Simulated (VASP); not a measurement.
BAs:

```xyz
2
Lattice="0.0000 2.3885 2.3885 2.3885 0.0000 2.3885 2.3885 2.3885 0.0000" Properties=species:S:1:pos:R:3 pbc="T T T"
As    3.5827    3.5827    3.5827
B     0.0000    0.0000    0.0000
```

Program: VASP 6.6.1. Alike in all runs: potentials or basis VASP PAW PBE potentials, release 64 (As, B); cell as given; cutoff (eV) 520. Hardware: 1 thread of Intel(R) Xeon(R) Platinum 8488C (Sapphire Rapids), on a shared host.

**Question.** Order these runs on this cell by their wall time, lowest first.
A. task band structure; level PBE-EpsX; spin off; k mesh 5 × 5 × 5; smearing fermi-dirac 0.05 eV; grid for exact exchange (PRECFOCK) Fast; exchange at q = 0 default; share of exact exchange 0.1013; mesh quality coarse
B. task band structure; level TB-mBJ; spin SOC, no magnetisation; k mesh 7 × 7 × 7; smearing fermi-dirac 0.05 eV; mesh quality not flagged
C. task band structure; level LMBJ; spin off; k mesh 10 × 10 × 10; smearing fermi-dirac 0.05 eV; mesh quality not flagged
D. task single point; level RPBE; spin off; k mesh 10 × 10 × 10; smearing gaussian 0.05 eV; mesh quality not flagged

**Answer.** D (22 s), C (72 s), B (210 s), A (570 s).

Caveats: some runs use coarse meshes; an unscreened hybrid on a path of extra k points without a Coulomb cutoff has errors near the mesh points, so the bands along the path aren't reliable (some runs).

Runs at the PBE level aren't shown here.
